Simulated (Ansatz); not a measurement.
The geometry is COD entry 9013925, unchecked; take it as a test cell. The listed cell was then made from it by scaling, straining or moving an atom.

An input for CuCl: DFT, LDA, PAW with Ansatz's default frozen-core files, scalar-relativistic (Ansatz 0.2.0). The PAW files were made with PBE; their cores are remade for this functional.

Command: `ansatz run input.yaml --threads 1 --pin off --max-ram 3072MiB --backend cpu --events-out ev --progress --plain --runs-dir out` The run took 8.4 s on 1 thread of Arm Neoverse N1, with other jobs on the host, peak memory 0.35 GiB.

```yaml
crystal:
  lattice:
    - [0.0, 2.7280482052, 2.7280482052]
    - [2.7280482052, 0.0, 2.7280482052]
    - [2.7280482052, 2.7280482052, 0.0]
  atoms:
    - { symbol: Cu, position: [0.0, 0.0, 0.0] }
    - { symbol: Cl, position: [0.75, 0.75, 0.75] }
kpoints:
  mp_grid: { grid: [11, 11, 11] }
scf:
  occupations: { method: fermi_dirac, width: 0.03 }
hamiltonian:
  xc: lda
  pseudopotentials: { kind: paw }
output:
  forces: true
  stress: true
  eigenvalues: true
  efg: { contact_densities: true }
```

The results part of the log:

```
SCF 1 converged in 7 iterations: F = -7600.428990 eV  dr2 = 1.84e-9
  greatest PAW one-centre occupation: 1.000 electrons in one spin orbital (limit 2), on the Cu atom at site 0 (counted from 0), in its partial waves of l = 1
SCF converged after 7 iterations
Free energy (F): -7600.428990 eV
Harris-Foulkes:  -7600.428990 eV  (|F-HF|=3.88e-10)
Internal energy: -7600.428984 eV  (E = F + TS)
E sigma→0 (E₀):  -7600.428987 eV
Entropy (-TS):   -0.000006 eV (-0.003 meV/atom)
Fermi energy:    6.825014 eV
--- Per-component energies (eV) ---
  E_band       = -532.163939
  E_kinetic    = 461.198707
  E_local      = -5909.207466  (includes V_loc(G=0)·N_el)
  E_nonlocal   = 441.828724
  E_hartree    = 2592.366721
  E_xc         = -191.609007
  E_vxc        = -232.579222  (∫ρ·V_xc dr)
  E_paw        = -2233.597404  (= ΣΔE_a)
  E_vpaw       = -478.136698  (= ΣTr[D̂ρ^β])
  E_aug_tail   = 0.000315  (compensation charges beyond the density's cutoff)
  E_ewald      = -2762.049724
  E_core_change = 0.640152  (= ΣΔE_core)
  E_smearing   = -0.000006  (= −TS)
  E_closure    = 0.000000  (closes the sum)
  Σ components = -7600.428990   (vs F -7600.428990, Δ=0.00e0)
--- Forces (eV/Å), atoms counted from 1 ---
  atom   1  Cu     0.00000000    -0.00000000    -0.00000000
  atom   2  Cl     0.00000000     0.00000000     0.00000000
  max |Σ_I F_I| component: 2.82e-16 eV/Å
--- Stress (GPa, compression-positive) ---
       -7.297973      -0.000000      -0.000000
        0.000000      -7.297973       0.000000
       -0.000000       0.000000      -7.297973
  P = ⅓ Tr σ = -7.2980 GPa (-72.980 kbar)
--- PAW observables at the nuclei: V_zz in 10²¹ V/m², potentials from the cell's mean, atoms counted from 1 ---
  atom   1  Cu V_zz =    -0.000000   η = 0.0000   by run symmetry: forbidden
            electrostatic potential = -3753.379239 V   contact ρ = 146753.720406 e/Å³
  atom   2  Cl V_zz =    +0.000000   η = 0.0000   by run symmetry: forbidden
            electrostatic potential = -1774.199863 V   contact ρ = 23905.460222 e/Å³
--- Band table (eV; the first three rows and the last of 56) ---
  k-point 0: bands = ["-103.5925", "-61.4586", "-61.4586", "-61.4586", "-10.0926", "1.8796", "1.8796", "1.8796", "5.1473", "5.1473", "6.6153", "6.6153", "6.6153", "6.9649", "13.2097", "13.2097", "13.2097"]
  k-point 1: bands = ["-103.5925", "-61.4587", "-61.4586", "-61.4586", "-10.0603", "1.7103", "1.8821", "1.8821", "5.1421", "5.1421", "6.3484", "6.5766", "6.5766", "7.3981", "12.9934", "13.3187", "13.3187"]
  k-point 2: bands = ["-103.5925", "-61.4587", "-61.4586", "-61.4586", "-9.9716", "1.3006", "1.8880", "1.8880", "5.1350", "5.1350", "6.0170", "6.4712", "6.4712", "8.1121", "12.6222", "13.5605", "13.5605"]
  k-point 55: bands = ["-103.5924", "-61.4589", "-61.4589", "-61.4588", "-9.5174", "0.7273", "1.0797", "1.7075", "4.9635", "5.0858", "5.3160", "5.5119", "5.8366", "11.4621", "11.6375", "13.7110", "14.5477"]
```
